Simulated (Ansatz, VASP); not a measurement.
## One calculation of TiB2, two programs

```
CELL_PARAMETERS angstrom
3.02920 0.00000 0.00000
-1.51460 2.62336 0.00000
0.00000 0.00000 3.19612
ATOMIC_POSITIONS crystal
Ti 0.00000 0.00000 0.00000
B 0.33333 0.66667 0.50000
B 0.66667 0.33333 0.50000
```

Change from the starting cell: zz strain of -1 %, crystal datasets.

Alike in both runs: task electric field gradients; functional PBEsol; k mesh 15 × 15 × 13; occupations fermi-dirac, width 0.08 eV; no spin polarisation.

|  | VASP | Ansatz |
| --- | --- | --- |
| version | VASP 6.6.1 | Ansatz 0.2.0 |
| potentials or method | VASP PAW PBE potentials, release 64 (Ti_sv, B), cutoff 520 eV | all-electron PAW with datasets made for the crystal, scalar-relativistic |

```csv
,VASP,Ansatz,Ansatz less VASP
pressure (GPa),-2.6,-3.0,-0.38
largest component of the traceless stress (GPa),0.41,0.53,+0.118
Vzz of the field gradient on the site that differs most (V/Å²),17.3,20.1,+2.81
```

Ansatz ran all-electron here, so the differences hold the error of VASP's frozen core and of both bases.

Caveats: the PAW data sets were made with another functional, which shifts forces and pressure a little (VASP).
